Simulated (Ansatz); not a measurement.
# ZnTe: pressure series

Start from ZnTe in the zinc blende structure (space group F-43m, No. 216; a = 6.179 Å).

Cell and atoms are relaxed at each pressure.

Computed with Ansatz (a first-principles code), PBE, PAW, cutoff 420 eV, scalar-relativistic without spin-orbit coupling, earlier PAW set.

```json
[
 {"P (GPa)": "-2.01", "V (Å³/atom)": "31.083"},
 {"P (GPa)": "-1.01", "V (Å³/atom)": "30.232"},
 {"P (GPa)": "2.99", "V (Å³/atom)": "27.774"},
 {"P (GPa)": "6.98", "V (Å³/atom)": "26.116"},
 {"P (GPa)": "14.98", "V (Å³/atom)": "23.866"},
 {"P (GPa)": "30.00", "V (Å³/atom)": "21.298"},
 {"P (GPa)": "49.99", "V (Å³/atom)": "19.224"},
 {"P (GPa)": "75.00", "V (Å³/atom)": "17.539"},
 {"P (GPa)": "100.00", "V (Å³/atom)": "16.352"}
]
```

A third-order Birch–Murnaghan fit to these points gives V₀ = 29.48 Å³/atom, B₀ = 44 GPa and B₀′ = 4.5. At pressure 100 GPa the volume is 55.5 % of V₀.

Between the base and pressure 3 GPa the gap moves from 1.07 eV to 1.35 eV, a mean slope of 94 meV/GPa.

Spin-orbit coupling, missing from the scalar runs, can matter with Te. Load acts through the strain it causes; cell and atoms are relaxed under it. Stability against distortions was not tested. Measured, ZnTe leaves this structure (for cinnabar) near 9.5 GPa (temperature not stated; as listed in Datta, Sujoy, Jana, Debnarayan, arXiv (2020)), on rising pressure, with hysteresis.
